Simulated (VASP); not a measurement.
Here is a VASP 6.6.1 calculation.

Contents of INCAR:

```
PREC = Accurate ; ENCUT = 520
EDIFF = 1E-7 ; ISMEAR = -1
SIGMA = 0.01 ; LREAL = False
LASPH = True ; NELM = 100
ALGO = Normal ; ISIF = 2
LWAVE = False ; LCHARG = False
GGA = RE ; NBANDS = 13
```

File KPOINTS:

```
Automatic mesh
0
Gamma
  11 11 11
```

The input POSCAR:

```
Sn
1.0
   -1.7265390000      1.7755470000      2.3383420000
    1.7265390000     -1.7755470000      2.3383420000
    1.7265390000      1.7755470000     -2.3383420000
Sn
1
Direct
    0.0000000000      0.0000000000      0.0000000000
```

Potentials or basis: VASP PAW PBE potentials, release 64 (Sn_d).

Command:

```console
$ cat potpaw_PBE.64/Sn_d/POTCAR > POTCAR
$ mpirun -np 1 vasp_std > vasp.out
```

Q: Predict the pressure.

A: -0.1 GPa.

Q: Predict the band gap on the k mesh.

A: None (metal or under the smearing width).

Stress tensor (GPa, compression positive):
```
 0.61  0.00  0.00
 0.00 -1.33  0.00
 0.00  0.00  0.31
```

Caveat: the PAW data sets were made with another functional, which shifts forces and pressure a little.
